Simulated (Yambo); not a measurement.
Input of a Yambo 5.3.0 run:

File bse4.in:

```
optics
bse
bss
rim_cut
tddft
RandQpts= 1000000
RandGvec= 50 RL
BSKmod= "ALDA"
BSEmod= "retarded"
BSSmod= "d"
% BSEQptR
 1 | 1 |
%
% BSEBands
 6 | 12 |
%
BSENGexx= 30 Ry
BSENGfxc= 5 Ry
% BEnRange
 0 | 10 | eV
%
% BDmRange
 0.1 | 0.1 | eV
%
BEnSteps= 200
% BLongDir
 1 | 1 | 1 |
%
BSEprop= "abs"
WRbsWF
% KfnQP_E
 1.25 | 1.0 | 1.0 |
%
```

The input scf.in:

```
&CONTROL
  calculation = 'scf'
  prefix = 'pwscf'
  outdir = './tmp'
  pseudo_dir = './pseudo'
/
&SYSTEM
  ibrav = 0
  nat = 4
  ntyp = 2
  ecutwfc = 84
  nbnd = 14
  occupations = 'smearing'
  smearing = 'fd'
  degauss = 0.00367493
  force_symmorphic = .true.
/
&ELECTRONS
  conv_thr = 8d-10
  electron_maxstep = 120
  mixing_beta = 0.5
/
ATOMIC_SPECIES
Al    26.9815 Al.upf
N     14.0070 N.upf
CELL_PARAMETERS angstrom
   3.1130000000    0.0000000000    0.0000000000
  -1.5565000000    2.6959370820    0.0000000000
   0.0000000000    0.0000000000    4.9810000000
ATOMIC_POSITIONS crystal
Al     0.6666666667    0.3333333333    0.5000000000
Al     0.3333333333    0.6666666667    0.0000000000
N      0.6666666667    0.3333333333    0.8800000000
N      0.3333333333    0.6666666667    0.3800000000
K_POINTS automatic
12 12 6 0 0 0
```

nscf.in

```
&CONTROL
  calculation = 'nscf'
  prefix = 'pwscf'
  outdir = './tmp'
  pseudo_dir = './pseudo'
/
&SYSTEM
  ibrav = 0
  nat = 4
  ntyp = 2
  ecutwfc = 84
  nbnd = 58
  occupations = 'fixed'
  force_symmorphic = .true.
/
&ELECTRONS
  conv_thr = 1d-08
  diago_full_acc = .true.
  diago_thr_init = 1d-06
/
ATOMIC_SPECIES
Al    26.9815 Al.upf
N     14.0070 N.upf
CELL_PARAMETERS angstrom
   3.1130000000    0.0000000000    0.0000000000
  -1.5565000000    2.6959370820    0.0000000000
   0.0000000000    0.0000000000    4.9810000000
ATOMIC_POSITIONS crystal
Al     0.6666666667    0.3333333333    0.5000000000
Al     0.3333333333    0.6666666667    0.0000000000
N      0.6666666667    0.3333333333    0.8800000000
N      0.3333333333    0.6666666667    0.3800000000
K_POINTS automatic
6 6 4 0 0 0
```

Potentials or basis: PseudoDojo 0.4.1 SR PBE standard.

Launch:

```console
$ OMP_NUM_THREADS=1 pw.x -in scf.in > scf.out
$ OMP_NUM_THREADS=1 pw.x -in nscf.in > nscf.out
$ cd tmp/pwscf.save; p2y; mv SAVE ../..; cd ../..
$ OMP_NUM_THREADS=1 yambo
$ mkdir -p bse4; ln -s $PWD/g0w00/ndb.RIM bse4/
$ OMP_NUM_THREADS=1 yambo -F bse4.in -J bse4 -C bse4_out
$ OMP_NUM_THREADS=1 ypp -J bse4 -C bse4_out -e s -b 1
```

Q: Estimate the lowest exciton energy.

A: 5.48 eV.

Q: Predict the lowest bright exciton energy.

A: 5.48 eV.

Q: What does it give for the band gap on the k mesh, mean-field level?

A: 4.22 eV, direct.

Lowest exciton energies (eV): 5.48, 5.66, 5.66, 6.70, 6.70, 6.71, 6.71, 6.92

Caveat: the LDA kernel is used on GGA states, which is inconsistent by a few percent; the scissor is the correction of the direct gap in an earlier G0W0 run on the same states; spectra need much finer meshes, so this one isn't converged.

**Measured values to compare with.**

From “Self-assembly of well-separated AlN nanowires directly on sputtered metallic TiN films”, 2019, arxiv:1910.07391, for a bulk crystal of AlN at 10 K: band gap 6.034 eV (an exciton energy, a little under the gap).

A measured gap of AlN is 6.034 eV (an exciton energy, a little under the gap; 10 K; quoted in “Self-assembly of well-separated AlN nanowires directly on sputtered metallic TiN films”, 2019, arxiv:1910.07391); the calculated 4.22 eV misses it by -1.81 eV. 2 values of this kind are on record (6.034 to 6.0343 eV); this one was drawn at random. The value is that of PBE on a finite k mesh, which can miss the band edges, without temperature or zero-point motion. Semilocal functionals fall short of measured gaps as a rule.
